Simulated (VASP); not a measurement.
# Ce (Fm-3m) in VASP: a series of runs

One crystal, Ce, is run at these levels: PBE; tasks: single point.

Program: VASP 6.6.1. These are calculated values, not measurements. Logs are shortened: lines on timing, memory, paths and dates and some standing lists are left out, and cuts for length are marked.

### 1 The crystal as given

It takes space group Fm-3m (No. 225, cubic). The conventional cell has a = 5.160 Å, b = 5.160 Å, c = 5.160 Å, α = 90.00°, β = 90.00°, γ = 90.00°. Around Ce (site symmetry m-3m) lie 12 Ce at 3.65 Å.

### 2 Single point, PBE, collinear spin, typed start

Input file INCAR:

```
SYSTEM = Ce
ALGO = Normal
EDIFF = 1E-7
ENCUT = 520
GGA = PE
ISIF = 2
ISMEAR = 0
ISPIN = 2
LASPH = .True.
LCHARG = .True.
LELF = .True.
LMAXMIX = 6
LORBIT = 11
LREAL = .False.
LVHAR = .True.
LWAVE = .False.
MAGMOM = 1
NBANDS = 16
NELM = 150
PREC = Accurate
SIGMA = 0.05
```

Input file KPOINTS:

```
k-points
0
Gamma
  6 6 6
  0 0 0
```

Input file POSCAR:

```
Ce
1.0
    0.0000000000      2.5800000000      2.5800000000
    2.5800000000      0.0000000000      2.5800000000
    2.5800000000      2.5800000000      0.0000000000
Ce
1
Direct
    0.0000000000      0.0000000000      0.0000000000
```

Potentials or basis: VASP PAW PBE potentials, release 64 (Ce).

Launch:

```sh
$ cat potpaw_PBE.64/Ce/POTCAR > POTCAR
$ mpirun -np 1 vasp_std > vasp.out
```

OUTCAR:

```text
SYSTEM = Ce
   EDIFF = 1E-7
   ENCUT = 520
   GGA = PE
   ISIF = 2
   ISMEAR = 0
   ISPIN = 2
   LASPH = .True.
   LORBIT = 11
   LREAL = .False.
   NELM = 150
   PREC = Accurate

 ion  position               nearest neighbor table
   1  0.000  0.000  0.000-

  LATTYP: Found a face centered cubic cell.
 ALAT       =     5.1600000000

  Lattice vectors:

 A1 = (   0.0000000000,   2.5800000000,   2.5800000000)
 A2 = (   2.5800000000,   0.0000000000,   2.5800000000)
 A3 = (   2.5800000000,   2.5800000000,   0.0000000000)

Analysis of symmetry for initial positions (statically):
=====================================================================
 Subroutine PRICEL returns:
 Original cell was already a primitive cell.

 Routine SETGRP: Setting up the symmetry group for a
 face centered cubic supercell.

 Subroutine GETGRP returns: Found 48 space group operations
 (whereof 48 operations were pure point group operations)
 out of a pool of 48 trial point group operations.

The static configuration has the point symmetry O_h .

Analysis of symmetry for dynamics (positions and initial velocities):
=====================================================================
 Subroutine PRICEL returns:
 Original cell was already a primitive cell.

 Routine SETGRP: Setting up the symmetry group for a
 face centered cubic supercell.

 Subroutine GETGRP returns: Found 48 space group operations
 (whereof 48 operations were pure point group operations)
 out of a pool of 48 trial point group operations.

The dynamic configuration has the point symmetry O_h .

Analysis of structural, dynamic, and magnetic symmetry:
=====================================================================
 Subroutine PRICEL returns:
 Original cell was already a primitive cell.

 Routine SETGRP: Setting up the symmetry group for a
 face centered cubic supercell.

 Subroutine GETGRP returns: Found 48 space group operations
 (whereof 48 operations were pure point group operations)
 out of a pool of 48 trial point group operations.

The overall configuration has the point symmetry O_h .

 Subroutine INISYM returns: Found 48 space group operations
 (whereof 48 operations are pure point group operations),
 and found     1 'primitive' translations

----------------------------------------------------------------------------------------

                                     Primitive cell

  volume of cell :      34.3470

  direct lattice vectors                    reciprocal lattice vectors
     0.000000000  2.580000000  2.580000000    -0.193798450  0.193798450  0.193798450
     2.580000000  0.000000000  2.580000000     0.193798450 -0.193798450  0.193798450
     2.580000000  2.580000000  0.000000000     0.193798450  0.193798450 -0.193798450

  length of vectors
     3.648670991  3.648670991  3.648670991     0.335668761  0.335668761  0.335668761

  position of ions in fractional coordinates (direct lattice)
     0.000000000  0.000000000  0.000000000

  ion indices of the primitive-cell ions
   primitive index   ion index
                 1           1

----------------------------------------------------------------------------------------

 KPOINTS: k-points

Automatic generation of k-mesh.
 Grid dimensions read from file:
 generate k-points for:    6    6    6

 Generating k-lattice:

  Cartesian coordinates                     Fractional coordinates (reciprocal lattice)
    -0.032299742  0.032299742  0.032299742     0.166666667  0.000000000  0.000000000
     0.032299742 -0.032299742  0.032299742     0.000000000  0.166666667  0.000000000
     0.032299742  0.032299742 -0.032299742     0.000000000  0.000000000  0.166666667

  Length of vectors
     0.055944794  0.055944794  0.055944794

  Shift w.r.t. Gamma in fractional coordinates (k-lattice)
     0.000000000  0.000000000  0.000000000

 Subroutine IBZKPT returns following result:
 ===========================================

 Found     16 irreducible k-points:

 Following reciprocal coordinates:
            Coordinates               Weight
  0.000000  0.000000  0.000000      1.000000
  0.166667  0.000000  0.000000      8.000000
  0.333333  0.000000  0.000000      8.000000
  0.500000  0.000000  0.000000      4.000000
  0.166667  0.166667  0.000000      6.000000
  0.333333  0.166667  0.000000     24.000000
[... 8 lines left out ...]
 -0.333333  0.333333  0.166667     24.000000
 -0.333333  0.500000  0.166667     12.000000
   k-points           NKPTS =     16   k-points in BZ     NKDIM =     16   number of bands    NBANDS=     16
   number of dos      NEDOS =    301   number of ions     NIONS =      1
   total plane-waves  NPLWV =  21952
   dimension x,y,z NGX =    28 NGY =   28 NGZ =   28
   dimension x,y,z NGXF=    56 NGYF=   56 NGZF=   56
   ions per type =               1
   NGX,Y,Z   is equivalent  to a cutoff of  12.76, 12.76, 12.76 a.u.
   NGXF,Y,Z  is equivalent  to a cutoff of  25.52, 25.52, 25.52 a.u.
 SYSTEM =  Ce
   PREC   = accura    normal or accurate (medium, high low for compatibility)
   ISTART =      0    job   : 0-new  1-cont  2-samecut
   ICHARG =      2    charge: 1-file 2-atom 10-const
   ISPIN  =      2    spin polarized calculation?
   LNONCOLLINEAR =      F non collinear calculations
   LSORBIT =      F    spin-orbit coupling
   LASPH  =      T    aspherical Exc in radial PAW
   ENCUT  =  520.0 eV  38.22 Ry    6.18 a.u.   6.78  6.78  6.78*2*pi/ulx,y,z
   NELM   =    150;   NELMIN=  2; NELMDL= -5     # of ELM steps
   EDIFF  = 0.1E-06   stopping-criterion for ELM
   LREAL  =      F    real-space projection
   EDIFFG = 0.1E-05   stopping-criterion for IOM
   NSW    =      0    number of steps for IOM
   IBRION =     -1    ionic relax: 0-MD 1-quasi-New 2-CG
   NFREE  =      0    steps in history (QN), initial steepest desc. (CG)
   ISIF   =      2    stress and relaxation
   ISYM   =      2    0-nonsym 1-usesym 2-fastsym
   POTIM  = 0.5000    time-step for ionic-motion
   TEBEG  =    0.0;   TEEND  =   0.0 temperature during run
   PSTRESS=    0.0 pullay stress
   NELECT =      12.0000    total number of electrons
   NUPDOWN=      -1.0000    fix difference up-down
   EMIN   =  10.00;   EMAX   =-10.00  energy-range for DOS
   EFERMI =   0.00;   METHOD = LEGACY
   ISMEAR =     0;   SIGMA  =   0.05  broadening in eV -4-tet -1-fermi 0-gaus
   EFERMI_NEDOS =   21; number of points for ismear=-14 and -15
   IALGO  =     38    algorithm
   IMIX   =      4    mixing-type and parameters
     AMIX     =   0.40;   BMIX     =  1.00
     AMIX_MAG =   1.60;   BMIX_MAG =  1.00
  volume/ion in A,a.u.               =      34.35       231.79
  Fermi-wavevector in a.u.,A,eV,Ry     =   1.153025  2.178902 18.088505  1.329468
  Thomas-Fermi vector in A             =   2.289672
   LORBIT       =     11    0 simple, 1 ext, 2 COOP (PROOUT), +10 PAW based schemes
   GGA     = PE    functional components
   LHFCALC =     F    Hartree Fock is set to
   AEXX    =    0.0000 exact exchange contribution
   IVDW    =     0    specifies the selected vdW correction
   LEPSILON=     F    determine dielectric tensor
   LRPA    =     F    only Hartree local field effects (RPA)
 spin polarized calculation
 Gauss-broadening in eV      SIGMA  =   0.05
  energy-cutoff  :      520.00
  volume of cell :       34.35
 maximum number of plane-waves:       941
   NGX = 13   NGY = 13   NGZ = 13

 number of electron      12.0000000 magnetization       0.2158829

 Free energy of the ion-electron system (eV)
  ---------------------------------------------------
  ext. energy  EPLUGINS =         0.00000000
  ---------------------------------------------------
  free energy    TOTEN  =        -5.78026381 eV

  energy without entropy =       -5.77655188  energy(sigma->0) =       -5.77840784

 E-fermi :   6.7933     XC(G=0): -10.0682

 val. band max:        6.7746669223   @ k =   0.3333   0.1667   0.0000
 cond. band min:       6.8082700157   @ k =   0.3333   0.0000   0.0000
 fundamental gap:      0.0336030934
 Fermi energy:         6.7933474405

 spin component 1

 k-point     1 :       0.0000    0.0000    0.0000
  band No.  band energies     occupation
      1     -27.9267      1.00000
      2      -9.9162      1.00000
      3      -9.9162      1.00000
      4      -9.9162      1.00000
      5       3.5508      1.00000
      6       6.6976      0.99660
[... 8 lines left out ...]
     15       8.4529      0.00000
     16      10.9492      0.00000

 k-point     2 :       0.1667    0.0000    0.0000
  band No.  band energies     occupation
      1     -27.8776      1.00000
      2     -10.3064      1.00000
      3      -9.9626      1.00000
      4      -9.9626      1.00000
      5       4.3268      1.00000
      6       6.6037      1.00000
[... 8 lines left out ...]
     15       8.8737      0.00000
     16      10.7702      0.00000

 k-point     3 :       0.3333    0.0000    0.0000
  band No.  band energies     occupation
      1     -27.7780      1.00000
      2     -11.0123      1.00000
      3     -10.0535      1.00000
      4     -10.0535      1.00000
      5       5.1383      1.00000
      6       6.8083      0.33649
[... 8 lines left out ...]
     15       8.6428      0.00000
     16      11.8187      0.00000
[... 210 lines left out ...]
 k-point    15 :      -0.3333    0.3333    0.1667
  band No.  band energies     occupation
      1     -27.6776      1.00000
      2     -11.0268      1.00000
      3     -10.6735      1.00000
      4     -10.3108      1.00000
      5       6.1751      1.00000
      6       6.5297      1.00000
[... 8 lines left out ...]
     15      10.1385      0.00000
     16      12.6049      0.00000

 k-point    16 :      -0.3333    0.5000    0.1667
  band No.  band energies     occupation
      1     -27.6610      1.00000
      2     -11.0487      1.00000
      3     -10.6420      1.00000
      4     -10.4464      1.00000
      5       5.6156      1.00000
      6       6.2709      1.00000
[... 8 lines left out ...]
     15      10.8902      0.00000
     16      13.5915      0.00000
 Fermi energy:         6.7933474405

 spin component 2

 k-point     1 :       0.0000    0.0000    0.0000
  band No.  band energies     occupation
      1     -27.8349      1.00000
      2      -9.8415      1.00000
      3      -9.8415      1.00000
      4      -9.8415      1.00000
      5       3.5938      1.00000
      6       6.8182      0.24132
[... 8 lines left out ...]
     15       8.4936      0.00000
     16      11.0055      0.00000

 k-point     2 :       0.1667    0.0000    0.0000
  band No.  band energies     occupation
      1     -27.7856      1.00000
      2     -10.2334      1.00000
      3      -9.8881      1.00000
      4      -9.8881      1.00000
      5       4.3710      1.00000
      6       6.7116      0.98965
[... 8 lines left out ...]
     15       8.9203      0.00000
     16      10.8266      0.00000

 k-point     3 :       0.3333    0.0000    0.0000
  band No.  band energies     occupation
      1     -27.6854      1.00000
      2     -10.9424      1.00000
      3      -9.9793      1.00000
      4      -9.9793      1.00000
      5       5.1886      1.00000
      6       6.9529      0.00000
[... 8 lines left out ...]
     15       8.7044      0.00000
     16      11.8698      0.00000
[... 210 lines left out ...]
 k-point    15 :      -0.3333    0.3333    0.1667
  band No.  band energies     occupation
      1     -27.5845      1.00000
      2     -10.9568      1.00000
      3     -10.6019      1.00000
      4     -10.2379      1.00000
      5       6.2288      1.00000
      6       6.6031      1.00000
[... 8 lines left out ...]
     15      10.1926      0.00000
     16      12.6505      0.00000

 k-point    16 :      -0.3333    0.5000    0.1667
  band No.  band energies     occupation
      1     -27.5678      1.00000
      2     -10.9785      1.00000
      3     -10.5704      1.00000
      4     -10.3742      1.00000
      5       5.6457      1.00000
      6       6.3348      1.00000
[... 8 lines left out ...]
     15      10.9461      0.00000
     16      13.6348      0.00000

------------------------ aborting loop because EDIFF is reached ----------------------------------------

  FORCE on cell =-STRESS in cart. coord.  units (eV):
  Direction    XX          YY          ZZ          XY          YZ          ZX
  --------------------------------------------------------------------------------------
  -------------------------------------------------------------------------------------
  Total       -1.4080850     -1.4080850     -1.4080850      0.0000000     -0.0000000      0.0000000
  in kB      -65.6826021    -65.6826021    -65.6826021      0.0000000     -0.0000000      0.0000000
  external PRESSURE =     -65.6826021 kB  Pullay stress =       0.0000000 kB

 VOLUME and BASIS-vectors are now :
 -----------------------------------------------------------------------------
  energy-cutoff  :      520.00
  volume of cell :       34.35
      direct lattice vectors                 reciprocal lattice vectors
     0.000000000  2.580000000  2.580000000    -0.193798450  0.193798450  0.193798450
     2.580000000  0.000000000  2.580000000     0.193798450 -0.193798450  0.193798450
     2.580000000  2.580000000  0.000000000     0.193798450  0.193798450 -0.193798450

 POSITION                                       TOTAL-FORCE (eV/Angst)
 -----------------------------------------------------------------------------------
      0.00000      0.00000      0.00000         0.000000      0.000000     -0.000000
 -----------------------------------------------------------------------------------
    total drift:                                0.000000     -0.000000      0.000000

  FREE ENERGIE OF THE ION-ELECTRON SYSTEM (eV)
  ---------------------------------------------------
  free  energy   TOTEN  =        -5.7802638094 eV

  energy  without entropy=       -5.7765518797  energy(sigma->0) =       -5.77840784

 total charge

# of ion       s       p       d       f       tot
--------------------------------------------------
    1        2.088   5.607   0.967   0.993   9.656

 magnetization (x)

# of ion       s       p       d       f       tot
--------------------------------------------------
    1        0.003  -0.000   0.002   0.186   0.191
```

It took 20 s on 1 thread of Intel Xeon Platinum 8488C (Sapphire Rapids), shared host; peak memory 0.18 GiB.

What came out:

* Free energy: -5.7803 eV
* Pressure: -6.6 GPa
* Band gap on the k mesh: none (metal or under the smearing width)
* Net moment: 0.22 μB per cell
* Site moments: Ce +0.19 μB
* Valence electrons inside the program's atomic spheres: Ce 9.66

Caveat: the magnetic or orbital state may not be the lowest; spin-orbit coupling is left out, which moves the levels of the heavy elements. The state reached can hang on the start; a lower one may exist.

### 3 Single point, PBE, collinear spin, typed start

This run uses another cell than the first one, of 32.88 Å³/atom, 0.957 times its volume.

Input file INCAR:

```
PREC     = Accurate       # precision mode
ENCUT    = 520            # plane-wave cutoff, eV
EDIFF    = 1E-6           # SCF threshold, eV
ISMEAR   = 0              # smearing method
SIGMA    = 0.05           # smearing width, eV
LREAL    = F              # projectors in reciprocal space
LASPH    = T              # aspherical terms in the spheres
NELM     = 150            # most SCF steps
ALGO     = Normal         # electronic algorithm
ISIF     = 2              # what is computed and relaxed
LWAVE    = F              # write WAVECAR
LCHARG   = T              # write CHGCAR
ISPIN    = 2              # spin polarisation
MAGMOM   = 0.22           # initial moments
LORBIT   = 11             # projections on sites
LMAXMIX  = 6              # l up to which the mixer works
GGA      = PE             # functional
LELF     = T              # ELF
LVHAR    = T            
NBANDS   = 16             # bands
```

Input file KPOINTS:

```
regular mesh
0
Gamma
  6 6 6
```

Input file POSCAR:

```
Ce
1.0
    0.0000000000      2.5426641332      2.5426641332
    2.5426641332      0.0000000000      2.5426641332
    2.5426641332      2.5426641332      0.0000000000
Ce
1
Direct
    0.0000000000      0.0000000000      0.0000000000
```

Potentials or basis: VASP PAW PBE potentials, release 64 (Ce).

Launch:

```sh
$ cat potpaw_PBE.64/Ce/POTCAR > POTCAR
$ mpirun -np 1 vasp_std > vasp.out
```

Run time: 20 s. Hardware: 1 thread of AMD EPYC 9R45 (Zen 5), shared host; peak memory 0.16 GiB.

Results (log left out):

```yaml
Free_energy: -5.8347 eV
Pressure: -5.9 GPa
Band_gap_on_the_k_mesh: none (metal or under the smearing width)
Net_moment: 0.00 μB per cell
Valence_electrons_inside_the_program's_atomic_spheres: Ce 9.69
```

Levels at points of the mesh, in eV from the Fermi level:
Spin up:
| k point | band 2 | band 3 | band 4 | band 5 | band 6 | band 7 | band 8 | band 9 | band 10 | band 11 |
| --- | --- | --- | --- | --- | --- | --- | --- | --- | --- | --- |
| (0.00, 0.00, 0.00) | -16.57 | -16.57 | -16.57 | -3.21 | -0.08 | 0.28 | 0.28 | 0.28 | 0.80 | 0.80 |
| (0.50, 0.00, 0.00) | -18.18 | -16.78 | -16.78 | -1.73 | -0.02 | 0.35 | 0.35 | 0.49 | 0.66 | 0.66 |
| (0.50, 0.50, 0.00) | -18.07 | -17.15 | -17.15 | -2.08 | -1.45 | 0.40 | 0.43 | 0.43 | 0.44 | 0.59 |
Spin down:
```tsv
k point	band 3	band 4	band 5	band 6	band 7	band 8	band 9	band 10
(0.00, 0.00, 0.00)	-16.57	-16.57	-3.21	-0.07	0.29	0.29	0.29	0.80
(0.50, 0.00, 0.00)	-16.78	-16.78	-1.73	-0.02	0.35	0.35	0.49	0.66
(0.50, 0.50, 0.00)	-17.15	-17.15	-2.08	-1.45	0.40	0.43	0.43	0.44
```

Caveat: the magnetic or orbital state may not be the lowest; spin-orbit coupling is left out, which moves the levels of the heavy elements. The state reached can hang on the start; a lower one may exist.
